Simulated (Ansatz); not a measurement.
Runs of Ansatz 0.2.0 on ZnS. It takes space group F-43m (No. 216, cubic). The conventional cell has a = 5.404 Å, b = 5.404 Å, c = 5.404 Å, α = 90.00°, β = 90.00°, γ = 90.00°. Around Zn (site symmetry -43m) lie 4 S at 2.34 Å. Around S (site symmetry -43m) lie 4 Zn at 2.34 Å. 

| task | level | potentials or basis | cell | cutoff (eV) | points for each segment of the path | gap on the mesh (eV) | pressure (GPa) | V0 of scaled cells (Å³/atom) | B0 (GPa) |
| --- | --- | --- | --- | --- | --- | --- | --- | --- | --- |
| equation of state | r2SCAN+D3(BJ) | Ansatz PAW | as given | 500 | - | - | - | 19.27 | (b) |
| equation of state | PBE | JTH PAW | as given | 1080 | - | - | - | 20.14 | 70 |
| band structure | PBE | SPMS NC | as given | 816 | 14 | 2.11 | 1.8 | - | - |
| single point | PBE | Ansatz PAW | as given | 300 | - | (c) | 1.9 | - | - |
| band structure | PBE | Ansatz PAW | as given | 420 | 14 | 2.11 | 1.6 | - | - |
| band structure | revPBE | Ansatz PAW | as given | 420 | 14 | 2.23 | 3.5 | - | - |
| relaxation of cell and atoms | m-r2SCAN | Ansatz PAW | relaxed | 500 | - | (a) | 0.0 | - | - |

Alike in all rows: no spin polarisation; k mesh 9 × 9 × 9; smearing fermi-dirac 0.05 eV.

Estimate the missing entries.

(a) 2.70; (b) 82; (c) 2.13.

Caveats: odd divisions of the mesh miss points on the zone boundary, where band edges often lie, so the gap on the mesh can be too wide (some runs); the PAW data sets come from PBE, with cores solved anew for the run's functional, which leaves a small shift of forces and pressure (some runs); the PAW data sets were made with another functional, which shifts forces and pressure a little (some runs); the pressure holds a Pulay correction of +5.0 GPa for the finite cutoff (some runs); the cutoff lies under the one recommended for these potentials (some runs); the plane-wave basis is chosen anew once the cell has moved, so the energies of steps on either side of that aren't comparable (some runs).

The runs don't all hold the same shells in valence.
